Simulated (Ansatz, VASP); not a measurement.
## Two plane-wave programs on C

```
C
1.0
     2.46493    0.00000    0.00000
     0.00000    6.61065    0.00000
     0.00000    0.00000   18.72588
C
10
Direct
  0.50000 0.62982 0.37381
  0.00000 0.53734 0.39326
  0.00000 0.35221 0.43205
  0.50000 0.25973 0.45149
  0.50000 0.07460 0.49028
  0.00000 0.98366 0.51026
  0.00000 0.79897 0.55023
  0.50000 0.70827 0.56938
  0.50000 0.51517 0.60862
  0.00000 0.43193 0.62460
```

Alike in both runs: functional PBE; dispersion D3(BJ); k mesh 11 × 4 × 1; occupations gaussian, width 0.05 eV; no spin polarisation.

Ansatz relaxed the structure, and its values are those at the end. VASP's run is a single point on that final structure, the one shown.

```csv
,VASP,Ansatz
version,VASP 6.6.1,Ansatz 0.2.0
potentials or method,"VASP PAW PBE potentials, release 64 (C)","scalar-relativistic, plane waves, PAW"
plane-wave cutoff (eV),520,420
valence electrons in the cell,40,40
```

```tsv
	VASP	Ansatz	Ansatz less VASP
gap on the k mesh at the Fermi level (eV)	none	none	-
rms of the force components (eV/Å)	0.617	0.622	+0.0052
```

A gap of «none» marks a metal or a gap that the smearing closes.
